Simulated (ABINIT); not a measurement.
The system is La2O3.

```
CELL_PARAMETERS angstrom
3.93078 0.00000 0.00000
-1.96539 3.40415 0.00000
0.00000 0.00000 6.11195
ATOMIC_POSITIONS crystal
La 0.33333 0.66667 0.24624
La 0.66667 0.33333 0.75376
O 0.00000 0.00000 0.00000
O 0.33333 0.66667 0.64589
O 0.66667 0.33333 0.35411
```

The cell is a database's computed one.

Base run:

| Quantity | Value |
| --- | --- |
| Program | ABINIT 10.8.3 (patched build) |
| Functional | PBE |
| Potentials or basis | JTH PAW PBE v2.0 |
| Cutoff | 626 eV |
| k mesh | 8 × 8 × 5 |
| Occupations | fermi-dirac, width 0.05 eV |
| Spin | no spin polarisation |

Its results: band gap on the k mesh 3.88 eV, indirect (least direct gap 4.06 eV); pressure 2.7 GPa; largest force 0.093 eV/Å.

Q: The run is repeated on the same cell with these changes: functional from PBE to PBEsol. What comes out?

A: Band gap on the k mesh 3.82 eV, indirect (least direct gap 3.97 eV); pressure -2.1 GPa; largest force 0.016 eV/Å.

PBEsol binds more tightly than PBE, so the same cell stands under less pressure.

Caveats: spin-orbit coupling is left out, which moves the levels of the heavy elements; an odd mesh through Γ misses points on the zone boundary, where band edges often lie (some runs); the PAW data sets were made with another functional, which shifts forces and pressure a little (some runs).

Not every run made on this cell is shown here.
